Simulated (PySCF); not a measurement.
Mapped SMILES: `[CH:1]1=[CH:2][C@H:3]2[CH:4]=[CH:5][C@@H:6]1[CH2:7]2` (H(Xn): hydrogen on atom n).

GIAO PBE0/pcSseg-1 shifts (PySCF 2.14.0 with density-fitted response routines, gas phase, non-relativistic, equivalent atoms averaged), each against references optimised in the same way as the molecule (TMS).

On the GFN2-xTB geometry: C1/C2/C4/C5 154.0, C7 82.0, C3/C6 53.6, H(C1)/H(C2)/H(C4)/H(C5) 7.21, H(C3)/H(C6) 3.47, H(C7) 2.19 ppm.

Q: What changes on the PBE0-D3(BJ)/def2-SVP geometry?

A: 
```csv
atoms,δ (ppm),change
C1/C2/C4/C5,154.3,+0.3
C7,81.3,-0.7
C3/C6,53.8,+0.2
H(C1)/H(C2)/H(C4)/H(C5),7.09,-0.12
H(C3)/H(C6),3.36,-0.11
H(C7),1.97,-0.22
```

Bonds between heavy atoms that differ most (equivalent bonds averaged): C2–C3 1.522 → 1.535 Å, C1–C2 1.324 → 1.336 Å, C6–C7 1.539 → 1.548 Å. Mean change of bonds to hydrogen: C–H +0.014 Å.
